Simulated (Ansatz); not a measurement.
# Ni (Fm-3m) in Ansatz: notebook

Runs on Ni. Level: PBEsol. Tasks: single point.

All numbers are computed with Ansatz 0.2.0; they aren't measurements. Logs are shortened: lines on timing, memory, paths and dates and some standing lists are left out, and cuts for length are marked.

## Step 1: Starting point

The structure is cubic, space group Fm-3m (No. 225). The conventional cell has a = 3.475 Å, b = 3.475 Å, c = 3.475 Å, α = 90.00°, β = 90.00°, γ = 90.00°. Ni (site symmetry m-3m) has 12 Ni at 2.46 Å as nearest neighbours.

## Step 2: Single point, PBEsol, collinear spin, ferromagnetic start

input.yaml reads:

```yaml
crystal:
  lattice:
    - [0.0, 1.737572933, 1.737572933]
    - [1.737572933, 0.0, 1.737572933]
    - [1.737572933, 1.737572933, 0.0]
  atoms:
    - { symbol: Ni, position: [0.0, 0.0, 0.0], spin: 0.5 }
hamiltonian:
  xc: pbesol
  pseudopotentials: { kind: paw }
magnetization:
  spin_polarized: true
  initial_magnetization: 0.5
  spin_locking: { lock_magnetization: hard }
kpoints:
  mp_grid: { grid: [11, 11, 11] }
scf:
  occupations: { method: fermi_dirac, width: 0.05 }
  lower_state_search: "off"
output:
  forces: true
  stress: true
  eigenvalues: true
```

Potentials or basis: Ansatz PAW.

Launch:

```sh
ansatz run input.yaml --threads 2 --pin off --max-ram 5632MiB --backend cpu --events-out ev --progress --plain --runs-dir out
```

Output:

```text
Warning: output.stress: scf.convergence.dr2_threshold = 1e-7 eV (the SCF's general default) is looser than the 1e-10 eV advised for a printed stress (1e-10 eV for each atom of the cell: 1). What an SCF threshold leaves in a stress goes as its square root, and in the free energy as the threshold itself, and one threshold admits the most on a small cell: of the crystals measured, under no hybrid functional and no lock of the moments, on runs that ended without the residual-converged pass, on stresses that held no estimate of that error, the worst erred by over 100 MPa in a component at 1e-7 eV an atom and by under 5 at 1e-10. Set scf.convergence.dr2_threshold to 1e-10 eV or tighter. The threshold is an SCF's pass mark: one that does not reach it within its budget of iterations ends unconverged, or closes short of it on a stop that the run arms, and scf.convergence.dr2_threshold's page says what that costs each kind of run
Warning: RAYON_NUM_THREADS=2 ignored (pool sized by the plan → 2); use --threads N
Engine: ansatz 0.2.0, aarch64-unknown-linux-gnu
Pseudopotentials: kind: paw
Pseudopotential: Ni, paw, valence charge 18, recommended cutoff 420 eV (normal), Ni.paw.azcp
Functional definition: PBEsol
  exchange = pbesol_x
  correlation = pbesol_c
Crystal: 1 atoms, lattice volume = 10.492 Å³
Basis set: ecut = 420 eV, 181 PW (Γ), exchange–correlation on 36×36×36 points (8 copies of the dense FFT grid, shifted against one another)
Bands: 14, of which v1, the nominal top of the filled ones, is band 9 counted from 1 (8 counted from 0)
Symmetry: 48 space group operations
Space group: Fm-3m (ITA 225), of the structure as read, at distance tolerance 2.2e-5 Å
Magnetic group: BNS 225.116 (UNI 1618), of the structure as read, at distance tolerance 2.2e-5 Å
k-points: 56 of 1331
Non-local potential: Ni, projectors of the file, l = 0: 3, l = 1: 2, l = 2: 3, l = 3: 1
PAW form: soft (Blöchl's): semilocal exchange-correlation on the pseudo side does not see the compensation charge
PAW frozen core: Ni, regenerated for the run's functional, and the local potential with it (the file was generated under x = pbe(κ = 0.804, μ = 0.2195149727645171), c = pbe(β = 0.06672455060314922))
PAW one-centre angular grid: Ni, 590 points (default); XC on 64 Gauss nodes
Initial density: superposition of atomic densities (chi_scale 0.1, normalization cell)
Starting moments: Σ|m| = 0.5 μB on 1 of 1 site
Initial wavefunctions: pseudopotential atomic-orbital guess
Functional: x = pbesol(κ = 0.804, μ = 0.12345679012345678), c = pbesol(β = 0.046)
iter 1 solved again at ethr=3.51e-5 eV; its pass at ethr=3.10e-3 eV (dr2=6.32e-3 eV) is discarded
SCF iter   1: F=—  HF=-5804.955938 eV  |F-HF|=—  |Δ(HF+E_count)|=         —  Δρ=2.16e-2 (↑1.57e-2 ↓2.16e-2)  dr2=6.50e-3  dr2_m=2.51e-2  M=0.500 μB ∫|m|=0.521 μB  β_m=0.30  ethr=3.51e-5  ⟨swp⟩=1.0  Hψ=10627  notcnv=0
preconditioner: auto → none  [metal: Δε(μ)=0.006 eV  Ē_g=16.340 eV  σ=0.050 eV  W_gap=0.03  n_scr=0 (ndim 8)  ℏωp=36.3 eV  f_vac=0.000  D(μ)=2.26/eV (n_scr^D=50)]
SCF iter   2: F=—  HF=-5804.959834 eV  |F-HF|=—  |Δ(HF+E_count)|=   3.90e-3  Δρ=1.87e-2 (↑1.87e-2 ↓1.15e-2)  dr2=8.76e-3  dr2_m=1.57e-2  M=0.500 μB ∫|m|=0.531 μB  β_m=0.65  ethr=3.51e-5  ⟨swp⟩=2.3  Hψ=2727  notcnv=0
SCF iter   3: F=—  HF=-5804.975058 eV  |F-HF|=—  |Δ(HF+E_count)|=   1.52e-2  Δρ=1.65e-2 (↑3.71e-3 ↓1.65e-2)  dr2=2.26e-2  dr2_m=4.01e-3  M=0.500 μB ∫|m|=0.553 μB  β_m=0.63  ethr=3.51e-5  ⟨swp⟩=2.2  Hψ=3115  notcnv=0
SCF iter   4: F=—  HF=-5804.971117 eV  |F-HF|=—  |Δ(HF+E_count)|=   3.94e-3  Δρ=1.75e-3 (↑1.75e-3 ↓1.21e-3)  dr2=4.33e-5  dr2_m=1.79e-4  M=0.500 μB ∫|m|=0.570 μB  β_m=0.80  ethr=3.51e-5  ⟨swp⟩=2.6  Hψ=3423  notcnv=0  defer=1
SCF iter   5: F=—  HF=-5804.971214 eV  |F-HF|=—  |Δ(HF+E_count)|=   9.75e-5  Δρ=1.09e-3 (↑3.26e-4 ↓1.09e-3)  dr2=1.13e-4  dr2_m=1.47e-5  M=0.500 μB ∫|m|=0.574 μB  β_m=0.90  ethr=2.40e-7  ⟨swp⟩=2.0  Hψ=2764  notcnv=0  defer=1
SCF iter   6: F=—  HF=-5804.971201 eV  |F-HF|=—  |Δ(HF+E_count)|=   1.34e-5  Δρ=1.50e-4 (↑8.71e-5 ↓1.50e-4)  dr2=3.10e-6  dr2_m=9.96e-8  M=0.500 μB ∫|m|=0.575 μB  β_m=0.95  ethr=2.40e-7  ⟨swp⟩=2.1  Hψ=2062  notcnv=0  defer=1
SCF iter   7: F=-5804.971200 eV  HF=-5804.971200 eV  |F-HF|=1.21e-9  |Δ(HF+E_count)|=   5.27e-7  Δρ=3.21e-6 (↑1.73e-6 ↓3.21e-6)  dr2=1.20e-9  dr2_m=1.39e-10  M=0.500 μB ∫|m|=0.575 μB  ethr=5.56e-10  ⟨swp⟩=3.8  Hψ=6270  notcnv=0
SCF 1 converged in 7 iterations: F = -5804.971200 eV  dr2 = 1.20e-9
SCF converged after 7 iterations
Stability checked in part: among states of this total moment the steps that led to this state did not find it unstable. No probe was made; neither looks for a lower state of another moment (fixed_total_moment; see scf.lower_state_search)
Magnetization: 0.5000 μB (9.2500 up, 8.7500 down)
Absolute magnetization: 0.5760 μB (∫|ρ↑−ρ↓|, with the PAW one-centre terms)
Spin contamination: 0.0044 ħ² per cell (⟨S²⟩ above its minimum at these occupations)
Per-site moments (μB) at R_I (Å): [(0.5321098392395252, 1.0136359230776613)]
Free energy (F): -5804.971200 eV
Harris-Foulkes:  -5804.971200 eV  (|F-HF|=1.21e-9)
Internal energy: -5804.951996 eV  (E = F + TS)
E sigma→0 (E₀):  -5804.961598 eV
Entropy (-TS):   -0.019204 eV (-19.204 meV/atom)
Fermi energy:    18.655765 (↑ 18.499688, ↓ 18.811842) eV
--- Per-component energies (eV) ---
  E_band       = -272.270184
  E_kinetic    = 283.050364
  E_local      = -3375.532263  (includes V_loc(G=0)·N_el)
  E_nonlocal   = 635.937500
  E_hartree    = 1408.084572
  E_xc         = -84.782827
  E_vxc        = -109.733995  (∫ρ·V_xc dr)
  E_paw        = -1594.251323  (= ΣΔE_a)
  E_vpaw       = -522.164078  (= ΣTr[D̂ρ^β])
  E_aug_tail   = 0.000521  (compensation charges beyond the density's cutoff)
  E_ewald      = -3077.655828
  E_core_change = 0.197289  (= ΣΔE_core)
  E_smearing   = -0.019204  (= −TS)
  E_closure    = 0.000000  (closes the sum)
  Σ components = -5804.971200   (vs F -5804.971200, Δ=0.00e0)
--- Forces (eV/Å), atoms counted from 1 ---
  atom   1  Ni    -0.00000000     0.00000000     0.00000000
  max |Σ_I F_I| component: 9.86e-32 eV/Å
--- Stress (GPa, compression-positive) ---
       -2.905486      -0.000000      -0.000000
       -0.000000      -2.905486       0.000000
        0.000000       0.000000      -2.905486
  P = ⅓ Tr σ = -2.9055 GPa (-29.055 kbar)
--- Band table (eV; the first three rows and the last of 112) ---
  k-point 0 ↑: bands = ["-84.4984", "-44.8829", "-44.8829", "-44.8829", "9.4166", "16.3670", "16.3670", "16.3670", "17.6014", "17.6014", "42.5778", "46.8290", "46.8290", "46.8290"]
  k-point 1 ↑: bands = ["-84.4952", "-44.9033", "-44.8858", "-44.8858", "9.7475", "16.2786", "16.4410", "16.4410", "17.5714", "17.5714", "41.3232", "44.2002", "46.1309", "46.1309"]
  k-point 2 ↑: bands = ["-84.4866", "-44.9576", "-44.8936", "-44.8936", "10.6959", "16.0838", "16.5796", "16.5796", "17.5614", "17.5614", "36.9954", "43.3112", "45.1820", "45.1820"]
  k-point 55 ↓: bands = ["-83.7768", "-44.4101", "-44.3959", "-44.3234", "15.2216", "15.8752", "16.3553", "18.0176", "19.0999", "26.3347", "26.3867", "29.4858", "31.4493", "47.3061"]
```

Run time: 0.83 s. Hardware: 2 threads of Arm Neoverse V2, shared host; peak memory 0.24 GiB.

Results:

```
Free energy     : -5804.9712 eV
Pressure        : -2.9 GPa
Net moment      : 0.50 μB per cell
Absolute moment : 0.58 μB per cell
Site moments    : Ni +0.53 μB
```

Caveat: the total moment is fixed, so each spin has its own Fermi level; the PAW data sets come from PBE, with cores solved anew for the run's functional, which leaves a small shift of forces and pressure; the thresholds are loose for stress.

## Step 3: Single point, PBEsol, collinear spin, ferromagnetic start

Changes to input.yaml since step 2:

```diff
@@ -6,3 +6,3 @@
   atoms:
-    - { symbol: Ni, position: [0.0, 0.0, 0.0], spin: 0.5 }
+    - { symbol: Ni, position: [0.0, 0.0, 0.0], spin: 0.8 }
 hamiltonian:
@@ -12,3 +12,3 @@
   spin_polarized: true
-  initial_magnetization: 0.5
+  initial_magnetization: 0.8
   spin_locking: { lock_magnetization: hard }
```

Potentials or basis: Ansatz PAW.

Launch:

```sh
ansatz run input.yaml --threads 2 --pin off --max-ram 5632MiB --backend cpu --events-out ev --progress --plain --runs-dir out
```

Wall time 0.86 s (2 threads of Arm Neoverse V2, shared host); peak memory 0.25 GiB.

Results (log left out):

```
Free energy     : -5804.9530 eV
Pressure        : -0.8 GPa
Net moment      : 0.80 μB per cell
Absolute moment : 0.87 μB per cell
Site moments    : Ni +0.83 μB
```

Caveat: the total moment is fixed, so each spin has its own Fermi level; the PAW data sets come from PBE, with cores solved anew for the run's functional, which leaves a small shift of forces and pressure; the thresholds are loose for stress.
